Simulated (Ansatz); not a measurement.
Write the native input for Ansatz 0.2.0 that does the following.

- Task: relaxation of cell and atoms
- Functional: LDA
- Potentials or basis: Ansatz PAW
- Cutoff: 420 eV (not typed: the program's choice for these potentials)
- k mesh: 8 × 8 × 5
- Occupations: fermi-dirac, width 0.05 eV
- Spin: no spin polarisation
- Hubbard terms: La f U = 6 eV
- Hubbard projectors: ortho-atomic (the default)
- Double counting: fll (the default)

The system is La2O3.

```
CELL_PARAMETERS angstrom
3.93078 0.00000 0.00000
-1.96539 3.40415 0.00000
0.00000 0.00000 6.11195
ATOMIC_POSITIONS crystal
La 0.33333 0.66667 0.24624
La 0.66667 0.33333 0.75376
O 0.00000 0.00000 0.00000
O 0.33333 0.66667 0.64589
O 0.66667 0.33333 0.35411
```

The cell is a database's computed one.

One way to write it, as run:

input.yaml

```yaml
crystal:
  lattice:
    - [3.930777878, 0.0, 0.0]
    - [-1.965388939, 3.404153499, 0.0]
    - [0.0, 0.0, 6.11195352]
  atoms:
    - { symbol: La, position: [0.3333333333, 0.6666666667, 0.24623568] }
    - { symbol: La, position: [0.6666666667, 0.3333333333, 0.75376432] }
    - { symbol: O, position: [0.0, 0.0, 0.0] }
    - { symbol: O, position: [0.3333333333, 0.6666666667, 0.64589065] }
    - { symbol: O, position: [0.6666666667, 0.3333333333, 0.35410935] }
hamiltonian:
  xc: lda
  pseudopotentials: { kind: paw }
  hubbard: { sites: [{ species: La, l: f, u_eff: 6.0 }] }
kpoints:
  mp_grid: { grid: [8, 8, 5] }
scf:
  occupations: { method: fermi_dirac, width: 0.05 }
output:
  forces: true
  stress: true
  eigenvalues: true
relax:
  f_tol: 0.01
  max_steps: 40
  cell: { stress_tol: 0.05 }
```

Potentials or basis: Ansatz PAW.

Run with:

```bash
$ ansatz run input.yaml --threads 2 --pin off --max-ram 5632MiB --backend cpu --events-out ev --progress --plain --runs-dir out
```

Results of the run:

| Property | Result |
| --- | --- |
| Relaxed volume | 15.94 Å³/atom |
| Relaxed cell | a = 3.905 Å, b = 3.905 Å, c = 6.036 Å, α = 90.00°, β = 90.00°, γ = 120.00° |
| Space group after relaxing (to 0.05 Å) | P-3m1 (No. 164) |
| Energy gained by relaxing | 4.3 meV/atom |
| Ionic steps | 7 |
| Pressure after relaxing | 0.0 GPa |
| Band gap on the k mesh | 3.80 eV, indirect (least direct gap 3.94 eV) |

Caveat: the magnetic or orbital state may not be the lowest; odd divisions of the mesh miss points on the zone boundary, where band edges often lie, so the gap on the mesh can be too wide; the plane-wave basis is chosen anew once the cell has moved, so the energies of steps on either side of that aren't comparable; the pressure holds a Pulay correction of +0.6 GPa for the finite cutoff; spin-orbit coupling is left out, which moves the levels of the heavy elements; the PAW data sets come from PBE, with cores solved anew for the run's functional, which leaves a small shift of forces and pressure.

It took 27 s on 2 threads of Arm Neoverse V2 (shared host), peak memory 0.48 GiB.
